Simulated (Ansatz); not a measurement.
**TiC: convergence with LAPW's plane-wave cutoff**

Aim: hold TiC and all else fixed and vary LAPW's plane-wave cutoff, to see how far energy and properties move.

Method: DFT, PBE, all-electron LAPW, scalar-relativistic, in Ansatz 0.2.0.

### 1 The starting structure

Symmetry: Fm-3m, No. 225, cubic system. The conventional cell has a = 4.328 Å, b = 4.328 Å, c = 4.328 Å, α = 90.00°, β = 90.00°, γ = 90.00°. Around Ti (site symmetry m-3m) lie 6 C at 2.16 Å. C (site symmetry m-3m) is surrounded by 6 Ti at 2.16 Å.

Coordinates:

```
Ti C
1.0
     0.00000    2.16400    2.16400
     2.16400    0.00000    2.16400
     2.16400    2.16400    0.00000
Ti C
1 1
Cartesian
  0.0000 0.0000 0.0000
  2.1640 2.1640 2.1640
```

The geometry is a database entry used as it stands. It may stem from high pressure or temperature, or be incomplete, so it serves as a test cell.

Atoms are numbered in the order of the input: Ti1, C2.

### 2 With plane-wave cutoff typed as 90 eV

File input.yaml:

```yaml
crystal:
  lattice:
    - [0.0, 2.164, 2.164]
    - [2.164, 0.0, 2.164]
    - [2.164, 2.164, 0.0]
  atoms:
    - { symbol: Ti, position: [0.0, 0.0, 0.0] }
    - { symbol: C, position: [0.5, 0.5, 0.5] }
kpoints:
  mp_grid: { grid: [14, 14, 14] }
scf:
  occupations: { method: fermi_dirac, width: 0.03 }
hamiltonian:
  xc: pbe
  pseudopotentials: { kind: all_electron, lapw: { basis_error: 0.00025 } }
output:
  forces: true
  stress: true
  eigenvalues: true
basis:
  ecutwfc: 90
```

Output, shortened:

```text
[...]
Pseudopotentials: kind: all_electron
Pseudopotential: Ti, LAPW, valence charge 18, Koelling and Harmon's equation, gaussian nucleus
Pseudopotential: C, LAPW, valence charge 6, Koelling and Harmon's equation, gaussian nucleus
Functional definition: PBE
[...]
Crystal: 2 atoms, lattice volume = 20.268 Å³
Basis set: ecut = 90 eV, 51 PW (Γ), exchange–correlation at level 2
Bands: 16, of which v1, the nominal top of the filled ones, is band 12 counted from 1 (11 counted from 0)
Symmetry: 48 space group operations
Space group: Fm-3m (ITA 225), of the structure as read, at distance tolerance 2.7e-5 Å
k-points: 104 of 2744
[...]
SCF iter   1: F=—  HF=-24273.082356 eV  |F-HF|=—  |Δ(HF+E_count)|=         —  Δρ=1.51e-1  dr2=5.85e0  ethr=2.44e-2  ⟨swp⟩=2.0  Hψ=10376  notcnv=0
[...]
the basis was enlarged: its passes take 807.2 KiB over the memory plan, 1 of 1 planned eigensolver slots
[...]
SCF iter   8: F=-24270.902865 eV  HF=-24270.902865 eV  |F-HF|=8.91e-8  |Δ(HF+E_count)|=   2.10e-6  Δρ=1.14e-5  dr2=3.16e-8  ethr=1.02e-8  ⟨swp⟩=2.0  Hψ=4773  notcnv=0
[...]
the basis misses lapw.basis_error, or isn't shown to meet it; the report's basis errors tell why
SCF converged after 8 iterations
Free energy (F): -24270.902865 eV
[...]
E sigma→0 (E₀):  -24270.902423 eV
Entropy (-TS):   -0.000884 eV (-0.442 meV/atom)
Fermi energy:    15.232936 eV
[...]
--- Forces (eV/Å), atoms counted from 1 ---
  atom   1  Ti    -0.00000000     0.00000000     0.00000000
  atom   2  C      0.00000000    -0.00000000     0.00000000
[...]
--- Stress (GPa, compression-positive) ---
        6.390609      -0.000000       0.000000
       -0.000000       6.390609       0.000000
        0.000000       0.000000       6.390609
  P = ⅓ Tr σ = 6.3906 GPa (63.906 kbar)
--- Band table (eV; the first three rows and the last of 104) ---
  k-point 0: bands = ["-423.0241", "-423.0241", "-423.0241", "-249.6785", "-41.4415", "-17.4393", "-17.4393", "-17.4393", "2.7316", "15.9811", "15.9811", "15.9811", "16.8824", "16.8824", "16.8824", "16.9102"]
[...]
```

It took 8.8 s on 1 thread, shared host.

Result: pressure 6.39 GPa; no gap.

### 3 With plane-wave cutoff typed as 180 eV

input.yaml: that of step 2 with these lines changed.

```diff
@@ -20,2 +20,2 @@
 basis:
-  ecutwfc: 90
+  ecutwfc: 180
```

Output, shortened:

```text
[...]
Pseudopotentials: kind: all_electron
Pseudopotential: Ti, LAPW, valence charge 18, Koelling and Harmon's equation, gaussian nucleus
Pseudopotential: C, LAPW, valence charge 6, Koelling and Harmon's equation, gaussian nucleus
Functional definition: PBE
[...]
Crystal: 2 atoms, lattice volume = 20.268 Å³
Basis set: ecut = 180 eV, 113 PW (Γ), exchange–correlation at level 2
Bands: 16, of which v1, the nominal top of the filled ones, is band 12 counted from 1 (11 counted from 0)
Symmetry: 48 space group operations
Space group: Fm-3m (ITA 225), of the structure as read, at distance tolerance 2.7e-5 Å
k-points: 104 of 2744
[...]
SCF iter   1: F=—  HF=-24274.135990 eV  |F-HF|=—  |Δ(HF+E_count)|=         —  Δρ=1.58e-1  dr2=6.30e0  ethr=2.63e-2  ⟨swp⟩=2.0  Hψ=10645  notcnv=0
[...]
the basis was enlarged: its passes take 695.9 KiB over the memory plan, 1 of 1 planned eigensolver slots
[...]
the basis misses lapw.basis_error, or isn't shown to meet it; the report's basis errors tell why
SCF converged after 10 iterations
Free energy (F): -24271.833813 eV
[...]
E sigma→0 (E₀):  -24271.833366 eV
Entropy (-TS):   -0.000892 eV (-0.446 meV/atom)
Fermi energy:    15.176778 eV
[...]
--- Forces (eV/Å), atoms counted from 1 ---
  atom   1  Ti    -0.00000000    -0.00000000    -0.00000000
  atom   2  C      0.00000000    -0.00000000    -0.00000000
[...]
--- Stress (GPa, compression-positive) ---
        0.916670      -0.000000      -0.000000
       -0.000000       0.916670      -0.000000
       -0.000000      -0.000000       0.916670
  P = ⅓ Tr σ = 0.9167 GPa (9.167 kbar)
--- Band table (eV; the first three rows and the last of 104) ---
  k-point 0: bands = ["-422.9732", "-422.9732", "-422.9732", "-249.4773", "-41.3679", "-17.4018", "-17.4018", "-17.4018", "2.7653", "15.8779", "15.8779", "15.8779", "16.8587", "16.8587", "16.8587", "16.9060"]
[...]
```

Run time: 12 s. Hardware: 1 thread, shared host.

This run gives: pressure 0.92 GPa; no gap.

### 4 With plane-wave cutoff typed as 400 eV

input.yaml: that of step 3 with these lines changed.

```diff
@@ -20,2 +20,2 @@
 basis:
-  ecutwfc: 180
+  ecutwfc: 400
```

Output, shortened:

```text
[...]
Pseudopotentials: kind: all_electron
Pseudopotential: Ti, LAPW, valence charge 18, Koelling and Harmon's equation, gaussian nucleus
Pseudopotential: C, LAPW, valence charge 6, Koelling and Harmon's equation, gaussian nucleus
Functional definition: PBE
[...]
Crystal: 2 atoms, lattice volume = 20.268 Å³
Basis set: ecut = 399.9999999999999 eV, 339 PW (Γ), exchange–correlation at level 2
Bands: 16, of which v1, the nominal top of the filled ones, is band 12 counted from 1 (11 counted from 0)
Symmetry: 48 space group operations
Space group: Fm-3m (ITA 225), of the structure as read, at distance tolerance 2.7e-5 Å
k-points: 104 of 2744
[...]
SCF iter   1: F=—  HF=-24274.168681 eV  |F-HF|=—  |Δ(HF+E_count)|=         —  Δρ=1.59e-1  dr2=6.32e0  ethr=2.64e-2  ⟨swp⟩=2.0  Hψ=10726  notcnv=0
[...]
the basis was enlarged: its passes take 277.6 KiB over the memory plan, 1 of 1 planned eigensolver slots
[...]
SCF iter  10: F=-24271.859794 eV  HF=-24271.859794 eV  |F-HF|=7.28e-12  |Δ(HF+E_count)|=   4.25e-8  Δρ=3.45e-7  dr2=1.47e-11  ethr=7.79e-11  ⟨swp⟩=3.0  Hψ=5077  notcnv=0
[...]
SCF converged after 10 iterations
Free energy (F): -24271.859794 eV
[...]
E sigma→0 (E₀):  -24271.859348 eV
Entropy (-TS):   -0.000893 eV (-0.446 meV/atom)
Fermi energy:    15.174168 eV
[...]
--- Forces (eV/Å), atoms counted from 1 ---
  atom   1  Ti     0.00000000     0.00000000    -0.00000000
  atom   2  C      0.00000000    -0.00000000    -0.00000000
[...]
--- Stress (GPa, compression-positive) ---
        0.829074       0.000000       0.000000
        0.000000       0.829074      -0.000000
        0.000000      -0.000000       0.829074
  P = ⅓ Tr σ = 0.8291 GPa (8.291 kbar)
--- Band table (eV; the first three rows and the last of 104) ---
  k-point 0: bands = ["-422.9714", "-422.9714", "-422.9714", "-249.4671", "-41.3660", "-17.4005", "-17.4005", "-17.4005", "2.7667", "15.8752", "15.8752", "15.8752", "16.8551", "16.8551", "16.8551", "16.9039"]
[...]
```

Run time: 22 s. Hardware: 1 thread, shared host.

Result: pressure 0.83 GPa; no gap.

### 5 With plane-wave cutoff typed as 500 eV

input.yaml: that of step 4 with these lines changed.

```diff
@@ -20,2 +20,2 @@
 basis:
-  ecutwfc: 400
+  ecutwfc: 500
```

Output, shortened:

```text
[...]
Pseudopotentials: kind: all_electron
Pseudopotential: Ti, LAPW, valence charge 18, Koelling and Harmon's equation, gaussian nucleus
Pseudopotential: C, LAPW, valence charge 6, Koelling and Harmon's equation, gaussian nucleus
Functional definition: PBE
[...]
Crystal: 2 atoms, lattice volume = 20.268 Å³
Basis set: ecut = 500.00000000000006 eV, 531 PW (Γ), exchange–correlation at level 2
Bands: 16, of which v1, the nominal top of the filled ones, is band 12 counted from 1 (11 counted from 0)
Symmetry: 48 space group operations
Space group: Fm-3m (ITA 225), of the structure as read, at distance tolerance 2.7e-5 Å
k-points: 104 of 2744
[...]
SCF iter   1: F=—  HF=-24274.168719 eV  |F-HF|=—  |Δ(HF+E_count)|=         —  Δρ=1.59e-1  dr2=6.32e0  ethr=2.64e-2  ⟨swp⟩=2.0  Hψ=10743  notcnv=0
[...]
the basis was enlarged: its passes take 282.0 KiB over the memory plan, 1 of 1 planned eigensolver slots
[...]
SCF iter  10: F=-24271.859842 eV  HF=-24271.859842 eV  |F-HF|=4.37e-11  |Δ(HF+E_count)|=   4.25e-8  Δρ=3.47e-7  dr2=1.47e-11  ethr=7.79e-11  ⟨swp⟩=3.0  Hψ=5079  notcnv=0
[...]
SCF converged after 10 iterations
Free energy (F): -24271.859842 eV
[...]
E sigma→0 (E₀):  -24271.859395 eV
Entropy (-TS):   -0.000893 eV (-0.446 meV/atom)
Fermi energy:    15.174166 eV
[...]
--- Forces (eV/Å), atoms counted from 1 ---
  atom   1  Ti    -0.00000000     0.00000000    -0.00000000
  atom   2  C      0.00000000    -0.00000000     0.00000000
[...]
--- Stress (GPa, compression-positive) ---
        0.829088      -0.000000       0.000000
       -0.000000       0.829088      -0.000000
        0.000000      -0.000000       0.829088
  P = ⅓ Tr σ = 0.8291 GPa (8.291 kbar)
--- Band table (eV; the first three rows and the last of 104) ---
  k-point 0: bands = ["-422.9714", "-422.9714", "-422.9714", "-249.4671", "-41.3660", "-17.4005", "-17.4005", "-17.4005", "2.7667", "15.8752", "15.8752", "15.8752", "16.8551", "16.8551", "16.8551", "16.9038"]
[...]
```

It took 26 s on 1 thread, shared host.

Read from it: pressure 0.83 GPa; no gap.

### 6 All runs together

```
cutoff (eV)  energy from the last row (meV/atom)  pressure (GPa)  SCF cycles, all passes   time
         90                               478.49            6.39                       8  8.8 s
        180                                13.01            0.92                      10   12 s
        400                                 0.02            0.83                      10   22 s
        500                                 0.00            0.83                      10   26 s
```

Energies are those extrapolated to zero smearing.

### 7 Outcome

| quantity | value |
| --- | --- |
| energy error of the loosest run (LAPW) | 478.5 meV/atom |
| within 1 meV/atom from | cutoff 400 eV |
| pressure, lowest to highest (LAPW) | 0.83 to 6.39 GPa |

In words: The loosest usable run is off by 478.5 meV/atom from the tightest; from cutoff 400 eV on, all lie within 1 meV/atom of it. The energy falls at every step, as a growing basis should make it. The pressure spans 5.56 GPa (LAPW). The tightest run took 26 s against 8.8 s for the loosest.
